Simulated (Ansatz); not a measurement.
# Ligand exchange: C3H7Br + BH2(SH) → C3H8S + BH2Br

Species: C3H7Br (1-bromopropane) `CCCBr`, singlet; BH2(SH), singlet; C3H8S (1-propanethiol) `CCCS`, singlet; BH2Br `BBr`, singlet. The partners trade Br for SH: C–Br and B–SH bonds give way to C–SH and B–Br.

Shapes, held fixed at every level: PBE0-D4/def2-TZVP. Flexible molecules stand in one conformer, not always the lowest. Programs: Ansatz 0.2.0. Electronic energies: no zero-point or thermal term.

| level | kind | ΔE (kJ/mol) | less CCSD(T)/def2-TZVPP | CPU time (sum over the molecules) |
| --- | --- | --- | --- | --- |
| HF/def2-TZVPP | Hartree–Fock | +9.3 | -6.0 | – |
| B3LYP-D4/def2-TZVPP | global hybrid | +17.5 | +2.2 | 49 s |
| PBE0-D4/def2-TZVPP | global hybrid | +16.5 | +1.2 | 31 s |
| wB97M-V/def2-TZVPP | range-separated hybrid | +15.1 | -0.2 | 2.1 min |
| B2PLYP/def2-TZVPP | double hybrid | +16.9 | +1.6 | 60 s |
| CCSD/def2-TZVPP | coupled cluster or CI | +13.9 | -1.4 | – |
| CCSD(T)/def2-TZVPP | coupled cluster or CI | +15.3 | 0.0 | 22 min |

The highest level, CCSD(T)/def2-TZVPP, gives ΔE = +15.3 kJ/mol; the levels span +9.3 to +17.5. The column of differences is taken from that level and isn't an error. No measured value is set beside it here. Relativity is left out for Br unless named. Correlated rows may include outer-core shells of Br, which these sets cover unevenly. Times are processor times on shared x86 and Arm servers, and rough.
